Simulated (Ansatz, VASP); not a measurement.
## One calculation of Zn, two programs

```xyz
1
Lattice="0.0000 1.8828 1.8828 1.8828 0.0000 1.8828 1.8828 1.8828 0.0000" Properties=species:S:1:pos:R:3 pbc="T T T"
Zn    0.0000    0.0000    0.0000
```

This isn't the form of Zn at room conditions, which is hcp.

Alike in both runs: task single point; functional r2SCAN; k mesh 10 × 10 × 10; no spin polarisation.

```csv
,VASP,Ansatz
version,VASP 6.6.1,Ansatz 0.2.0
potentials or method,"VASP PAW PBE potentials, release 64 (Zn)","plane waves, PAW"
plane-wave cutoff (eV),520,517
occupations,"methfessel-paxton of order 1, width 0.1 eV","cold, width 0.1 eV"
valence electrons in the cell,12,12
```

Ansatz gave:

```
pressure (GPa) : 6.9
```

Question: Estimate VASP's values.

Answer: Pressure (GPa): 7.5.

Caveats: the PAW data sets were made with another functional, which shifts forces and pressure a little (VASP).
